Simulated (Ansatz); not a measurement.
**Two Ansatz runs on InSb**

The cell is COD entry 9008853, as deposited and not checked against the literature; nothing was relaxed. The listed cell was then made from it by scaling, straining or moving an atom.

First run: DFT, PBE, all-electron LAPW, scalar-relativistic (Ansatz 0.2.0).

Command: `ansatz run input.yaml --threads 1 --pin off --max-ram 2048MiB --backend cpu --events-out ev --progress --plain --runs-dir out` The run took 20 s on 1 thread of Intel(R) Xeon(R) Platinum 8488C (Sapphire Rapids), with other jobs on the host, peak memory 0.46 GiB.

```yaml
crystal:
  lattice:
    - [0.0, 3.3026278931, 3.3026278931]
    - [3.3026278931, 0.0, 3.3026278931]
    - [3.3026278931, 3.3026278931, 0.0]
  atoms:
    - { symbol: In, position: [0.0, 0.0, 0.0] }
    - { symbol: Sb, position: [0.75, 0.75, 0.75] }
kpoints:
  mp_grid: { grid: [10, 10, 10] }
scf:
  occupations: { method: fermi_dirac, width: 0.03 }
hamiltonian:
  xc: pbe
  pseudopotentials: { kind: all_electron, lapw: { basis_error: 0.00025 } }
output:
  forces: true
  stress: true
  eigenvalues: true
```

Result: converged; pressure 0.52 GPa; no gap on the k mesh; 6 SCF iterations.

Spin–orbit coupling is left out, though it moves levels of the heavy atoms by tenths of an eV or more.

The input is then changed:

```diff
@@ -12,5 +12,5 @@
   occupations: { method: fermi_dirac, width: 0.03 }
 hamiltonian:
-  xc: pbe
+  xc: pbesol
   pseudopotentials: { kind: all_electron, lapw: { basis_error: 0.00025 } }
 output:
@@ -18,3 +18,4 @@
   stress: true
   eigenvalues: true
+accuracy: high
```

Problem. What does the second run give?

Solution. It converged; pressure -1.53 GPa; no gap on the k mesh; 7 SCF iterations.
